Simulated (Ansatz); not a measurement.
The system is Sn.

```
Sn
1.0
    -1.72654    1.77555    2.33834
     1.72654   -1.77555    2.33834
     1.72654    1.77555   -2.33834
Sn
1
Direct
  0.00000 0.00000 0.00000
```

This isn't the form of Sn at room conditions, which is tetragonal (white tin).

```yaml
Program: Ansatz 0.2.0
Task: single point
Functional: PBE
Potentials_or_basis: Ansatz PAW
Cutoff: "420 eV (not typed: the program's choice for these potentials)"
k_mesh: 11 × 11 × 11
Occupations: fermi-dirac, width 0.05 eV
Spin: no spin polarisation
```

On this cell: pressure -1.0 GPa; band gap on the k mesh none (metal or under the smearing width).

The same run follows on a disturbed copy (cell strained at random at fixed volume):

```
Sn
1.0
    -1.66577    1.76563    2.29581
     1.74442   -1.79906    2.37926
     1.68238    1.81521   -2.32119
Sn
1
Direct
  0.99505 0.98835 0.99670
```

**Question.** What does the disturbed cell give?

**Answer.** The energy (extrapolated to zero smearing) moves by +5.2 meV/atom; pressure -1.0 GPa; band gap on the k mesh none (metal or under the smearing width).

Stress tensor (GPa, compression positive):
```
-0.13 -0.02 -0.62
-0.02 -1.98  0.18
-0.62  0.18 -0.88
```
